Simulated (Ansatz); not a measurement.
## H interstitial in Ti

These are results of Ansatz, DFT PBE, scalar-relativistic, plane waves, PAW, not measurements. Run with 420 eV cutoff, 4×4×4 k-mesh, Gaussian smearing of 0.10 eV, no spin polarisation.

Host crystal, relaxed:

```
Ti
1.0
    -1.62775    1.62775    1.62775
     1.62775   -1.62775    1.62775
     1.62775    1.62775   -1.62775
Ti
1
Direct
  0.00000 0.00000 0.00000
```

Supercell of 32 atoms, rows in host cell vectors: 2 2 4; -2 0 2; 0 -2 2. Atoms relax at the host's cell, keeping the symmetry that the supercell leaves at the site. The cell is small, so energies carry finite-size errors of tenths of an eV. The host is a metal. Atoms are taken from and returned to the elements' standard states.

Defect: H interstitial at (0.250, 0.500, 0.750) of the host cell.

Q: What is the formation energy of the neutral defect?

A: -2.32 eV.

Q: Does the neutral defect carry a moment, and how do its surroundings relax?

A: The neutral run had no spin polarisation, so a moment wasn't tested. The nearest neighbours before are 4 Ti at 1.82 Å; after relaxation the atoms near the site are 4 Ti at 1.86 Å; the largest move is 0.26 Å.